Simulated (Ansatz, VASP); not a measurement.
Two plane-wave programs on SrCl2

```xyz
3
Lattice="0.0000 3.4474 3.4474 3.4474 0.0000 3.4474 3.4474 3.4474 0.0000" Properties=species:S:1:pos:R:3 pbc="T T T"
Sr    0.0000    0.0000    0.0000
Cl    1.7237    1.7237    1.7237
Cl    5.1711    5.1711    5.1711
```

Alike in both runs: task single point; functional PBE; k mesh 6 × 6 × 6; occupations gaussian, width 0.02 eV; no spin polarisation.

|  | VASP | Ansatz |
| --- | --- | --- |
| version | VASP 6.6.1 | Ansatz 0.2.0 |
| potentials or method | VASP PAW PBE potentials, release 64 (Sr_sv, Cl) | scalar-relativistic, plane waves, PAW |
| plane-wave cutoff (eV) | 520 | 420 |
| valence electrons in the cell | 24 | 24 |

VASP gave:

```
gap on the k mesh at the Fermi level (eV) : 5.48
least direct gap on the mesh (eV)         : 5.49
pressure (GPa)                            : 2.5
```

**Question.** Which values does Ansatz return?

**Answer.** gap on the k mesh at the Fermi level (eV): 5.48; least direct gap on the mesh (eV): 5.49; pressure (GPa): 2.4.

A k mesh can miss the band edges. PBE gaps usually lie below the measured ones, often by a third to a half.
